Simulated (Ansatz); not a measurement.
MnO: a sweep of one setting

```
Mn O
1.0
     0.00000    2.21971    2.21971
     2.21971    0.00000    2.21971
     2.21971    2.21971    0.00000
Mn O
1 1
Direct
  0.00000 0.00000 0.00000
  0.50000 0.50000 0.50000
```

Atoms are numbered in the order listed.

The structure comes from a relaxation in the same program, started in the rocksalt type, and has space group Fm-3m. Whether it is a known phase or the ground state wasn't checked.

Semilocal functionals without U often leave such compounds metallic or with too small a gap, and the real magnetic order may differ.

Other magnetic orders may lie lower; this is the state that the run reached.

The calculation used DFT, PBE, all-electron LAPW, scalar-relativistic in Ansatz 0.2.0.

Settings: a Γ-centred 13×13×13 k mesh, Fermi–Dirac smearing of 0.05 eV, basis error target 1 meV/atom, spin-polarised from start moments Mn1 4 μB. One setting is then changed at a time.

| LAPW cutoff (eV) | free energy less the base's (meV/atom) | P (GPa) | moment (μB) |
| --- | --- | --- | --- |
| 326 (base) | 0.0 | 0.01 | 4.744 |
| 90 | 783 | 11.43 | 4.749 |
| 220 | 6.5 | 0.07 | 4.743 |
| 320 | 0.0 | 0.01 | 4.744 |
| 400 | -0.2 | 0.01 | 4.744 |
